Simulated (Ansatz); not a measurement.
Wanted: the native input for an Ansatz 0.2.0 run.

```yaml
Task: single point
Functional: PBE
Potentials_or_basis: Ansatz PAW
Cutoff: "420 eV (not typed: the program's choice for these potentials)"
k_mesh: 11 × 11 × 6
Occupations: gaussian, width 0.05 eV
Spin: no spin polarisation
```

Crystal: Re.

```
CELL_PARAMETERS angstrom
2.76080 0.00000 0.00000
-1.38040 2.39092 0.00000
0.00000 0.00000 4.45820
ATOMIC_POSITIONS crystal
Re 0.66667 0.33333 0.75000
Re 0.33333 0.66667 0.25000
```

These files were run (other wordings do the same):

input.yaml

```yaml
crystal:
  lattice:
    - [2.7608, 0.0, 0.0]
    - [-1.3804, 2.3909229348, 0.0]
    - [0.0, 0.0, 4.4582]
  atoms:
    - { symbol: Re, position: [0.6666666667, 0.3333333333, 0.75] }
    - { symbol: Re, position: [0.3333333333, 0.6666666667, 0.25] }
hamiltonian:
  xc: pbe
  pseudopotentials: { kind: paw }
kpoints:
  mp_grid: { grid: [11, 11, 6] }
scf:
  occupations: { method: gaussian, width: 0.05 }
output:
  forces: true
  stress: true
  eigenvalues: true
```

Potentials or basis: Ansatz PAW.

Command:

```console
$ ansatz run input.yaml --threads 2 --pin off --max-ram 5632MiB --backend cpu --events-out ev --progress --plain --runs-dir out
```

It gave:

```yaml
Pressure: 5.9 GPa
Band_gap_on_the_k_mesh: none (metal or under the smearing width)
```

Wall time 5.2 s on 2 threads of Intel(R) Xeon(R) Processor @ 2.50GHz (Skylake/Cascade Lake), with other jobs on the host, peak memory 0.33 GiB.
